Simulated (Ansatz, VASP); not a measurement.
# Two plane-wave programs on W

```
CELL_PARAMETERS angstrom
0.00000 2.01859 2.01859
2.01859 0.00000 2.01859
2.01859 2.01859 0.00000
ATOMIC_POSITIONS crystal
W 0.00000 0.00000 0.00000
```

Alike in both runs: functional PBE; k mesh 18 × 18 × 18; occupations gaussian, width 0.1 eV; no spin polarisation.

Ansatz relaxed the structure, and its values are those at the end. VASP's run is a single point on that final structure, the one shown.

|  | VASP | Ansatz |
| --- | --- | --- |
| version | VASP 6.6.1 | Ansatz 0.2.0 |
| potentials or method | VASP PAW PBE potentials, release 64 (W_sv) | scalar-relativistic, plane waves, PAW |
| plane-wave cutoff (eV) | 520 | 420 |
| valence electrons in the cell | 14 | 14 |

```tsv
	VASP	Ansatz	Ansatz less VASP
gap on the k mesh at the Fermi level (eV)	none	none	-
pressure (GPa)	0.5	0.0	-0.46
```

A gap of «none» marks a metal or a gap that the smearing closes.

Spin-orbit coupling is left out, which matters for the levels of W.
